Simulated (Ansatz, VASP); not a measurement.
# One calculation of ZnS, two programs

The input INCAR:

```
SYSTEM = ZnS
  PREC = Accurate
  ENCUT = 520
  EDIFF = 1E-6
  ISMEAR = 0
  SIGMA = 0.05
  LREAL = .FALSE.
  LASPH = .TRUE.
  NELM = 60
  ALGO = Normal
  ISIF = 2
  LWAVE = .FALSE.
  LCHARG = .FALSE.
  GGA = PE
  NBANDS = 16
```

Contents of KPOINTS:

```
Automatic mesh
0
G
  10 10 10
  0 0 0
```

The input POSCAR:

```
ZnS
1.0
    0.0000000000      2.7452197500      2.7452197500
    2.7452197500      0.0000000000      2.7452197500
    2.7452197500      2.7452197500      0.0000000000
Zn S
1 1
Direct
    0.0000000000      0.0000000000      0.0000000000
    0.7500000000      0.7500000000      0.7500000000
```

Input for Ansatz:

```yaml
crystal:
  lattice:
    - [0.0, 2.74521975, 2.74521975]
    - [2.74521975, 0.0, 2.74521975]
    - [2.74521975, 2.74521975, 0.0]
  atoms:
    - { symbol: Zn, position: [0.0, 0.0, 0.0] }
    - { symbol: S, position: [0.75, 0.75, 0.75] }
basis:
  ecutwfc: 420
kpoints:
  mp_grid: { grid: [10, 10, 10] }
hamiltonian:
  xc: pbe
scf:
  occupations: { method: gaussian, width: 0.05 }
output:
  forces: true
  stress: true
  eigenvalues: true
  write_density: true
  write_potential: true
  elf: true
  volumetric_format: npy
```

Change from the starting cell: strain +0.015 along x and y, +0.015 along z, atoms carried along.

Alike in both runs: task single point; functional PBE; k mesh 10 × 10 × 10; occupations gaussian, width 0.05 eV; no spin polarisation.

|  | VASP | Ansatz |
| --- | --- | --- |
| version | VASP 6.6.1 | Ansatz 0.2.0 |
| potentials or method | VASP PAW PBE potentials, release 64 (Zn, S) | scalar-relativistic, plane waves, PAW |
| plane-wave cutoff (eV) | 520 | 420 |
| valence electrons in the cell | 18 | 18 |

```csv
,VASP,Ansatz,Ansatz less VASP
gap on the k mesh at the Fermi level (eV),1.91,1.91,-0.003
least direct gap on the mesh (eV),1.91,1.91,-0.003
pressure (GPa),-1.6,-1.7,-0.13
```
